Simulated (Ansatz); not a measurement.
Stress against strain in NaI

```xyz
2
Lattice="0.0000 3.2364 3.2364 3.2364 0.0000 3.2364 3.2364 3.2364 0.0000" Properties=species:S:1:pos:R:3 pbc="T T T"
Na    0.0000    0.0000    0.0000
I     3.2364    3.2364    3.2364
```

Atom numbers follow the list: Na1, I2.

The cell is COD entry 9008681, as deposited and not checked against the literature; nothing was relaxed.

No spin–orbit coupling, which matters for the heavy atoms here.

All numbers below come from DFT, LDA, all-electron LAPW, scalar-relativistic in Ansatz 0.2.0.

The runs use a Γ-centred 8×8×8 k mesh, Fermi–Dirac smearing of 0.02 eV, basis error target 1 meV/atom, no spin polarisation.

The strain is applied along the Cartesian axes of the cell as listed (the other components stay zero). Fractional coordinates are held (clamped ions).

σ is the change of stress from the unstrained cell, which is at -1.64 GPa; tension is positive, so slopes are stress–strain coefficients at that pressure.

Only quantities that a quadratic follows smoothly over the whole series are listed; rougher ones are left out.

```csv
εzz,σzz (GPa),σxx (GPa)
-0.0200,-0.59,-0.13
0.0000,0.00,0.00
0.0100,0.23,0.06
0.0200,0.43,0.11
```

Q: Fit the series and read off the stiffness at zero strain.

A: Least-squares fits y = p0 + p1 x + p2 x² to the rows give σzz (GPa): p1 = 25.5, p2 = -200; σxx (GPa): p1 = 6.02, p2 = -27. So C11 = 25 GPa and C12 = 6 GPa, which gives B = (C11 + 2 C12)/3 = 12 GPa.

Q: One run, at εzz = -0.0100, is withheld. Predict its row.

A: The fits give -0.28, -0.06; the run gave -0.27, -0.06.
